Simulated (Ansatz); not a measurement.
# Relaxing Ti

The calculation used DFT PBE, scalar-relativistic, plane waves, PAW (Ansatz). Cutoff 420 eV, Γ-centred k mesh, Gaussian smearing, no spin polarisation in the final step.

The start puts Ti on the simple cubic structure type (Pm-3m, No. 221), at a guessed volume.

```
CELL_PARAMETERS angstrom
2.61201 0.00000 0.00000
0.00000 2.61201 0.00000
0.00000 0.00000 2.61201
ATOMIC_POSITIONS crystal
Ti 0.00000 0.00000 0.00000
```

Cell and atoms relax at zero pressure; the relaxation can't lower the symmetry of the start.

Energies count from the standard state of Ti at the same level.

(1) Which crystal results?

(2) What are its volume, energy, density and gap?

Answers

(1) It keeps Pm-3m (No. 221). The result has the simple cubic structure. Conventional cell: a = 2.639 Å. Around Ti lie 6 Ti at 2.64 Å.

```cif
data_structure
_symmetry_space_group_name_H-M 'Pm-3m'
_symmetry_Int_Tables_number 221
_cell_length_a 2.6393
_cell_length_b 2.6393
_cell_length_c 2.6393
_cell_angle_alpha 90.000
_cell_angle_beta 90.000
_cell_angle_gamma 90.000
_cell_volume 18.39
loop_
_atom_site_label
_atom_site_type_symbol
_atom_site_symmetry_multiplicity
_atom_site_Wyckoff_symbol
_atom_site_fract_x
_atom_site_fract_y
_atom_site_fract_z
_atom_site_occupancy
Ti1 Ti 1 a 0.00000 0.00000 0.00000 1
```

(2) The volume per atom is 18.39 Å³. The density is 4.32 g/cm³ and the energy over the standard structure is 0.84 eV/atom. The gap on the 22×22×22 mesh is 0 eV (a metal).

The final run used a 22×22×22 mesh on its 1-atom cell and 0.10 eV smearing. The k mesh leaves about 4 meV/atom of noise in metals. Symmetry constrained the relaxation, so the result can be a saddle point. The steps took roughly 16 core-seconds in all.

This simple cubic form isn't the element's structure at ambient conditions.